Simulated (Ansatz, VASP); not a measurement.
**One calculation of CuAu, two programs**

INCAR

```
ALGO = Fast
EDIFF = 1E-7
ENCUT = 520
ISIF = 2
ISMEAR = 0
LASPH = T
LCHARG = F
LREAL = F
LWAVE = F
NBANDS = 18
NELM = 60
PREC = Accurate
SIGMA = 0.15
```

Contents of KPOINTS:

```
k-points
0
Gamma
  18 18 14
```

Contents of POSCAR:

```
CuAu
1.0
    2.8000000000      0.0000000000      0.0000000000
    0.0000000000      2.8000000000      0.0000000000
    0.0000000000      0.0000000000      3.4865000000
Cu Au
1 1
Direct
    0.5000000000      0.5000000000      0.5000000000
    0.0000000000      0.0000000000      0.0000000000
```

Input for Ansatz:

```yaml
crystal:
  lattice:
    - [2.8, 0.0, 0.0]
    - [0.0, 2.8, 0.0]
    - [0.0, 0.0, 3.4865]
  atoms:
    - { symbol: Cu, position: [0.5, 0.5, 0.5] }
    - { symbol: Au, position: [0.0, 0.0, 0.0] }
basis:
  ecutwfc: 420
kpoints:
  mp_grid: { grid: [18, 18, 14] }
hamiltonian:
  xc: lda
scf:
  occupations: { method: gaussian, width: 0.15 }
output:
  forces: true
  stress: true
  eigenvalues: true
```

Change from the starting cell: strain +0.000 along x and y, -0.050 along z, atoms carried along.

Alike in both runs: task single point; functional LDA; k mesh 18 × 18 × 14; occupations gaussian, width 0.15 eV; no spin polarisation.

|  | VASP | Ansatz |
| --- | --- | --- |
| version | VASP 6.6.1 | Ansatz 0.2.0 |
| potentials or method | VASP PAW LDA potentials, release 64 (Cu, Au) | scalar-relativistic, plane waves, PAW |
| plane-wave cutoff (eV) | 520 | 420 |
| valence electrons in the cell | 22 | 38 |

```tsv
	VASP	Ansatz	Ansatz less VASP
gap on the k mesh at the Fermi level (eV)	none	none	-
pressure (GPa)	2.1	1.5	-0.57
largest component of the traceless stress (GPa)	0.28	0.26	-0.016
```

A gap of «none» marks a metal or a gap that the smearing closes. The two sets of potentials don't hold the same shells in valence.

Spin-orbit coupling is left out, which matters for the levels of Au.
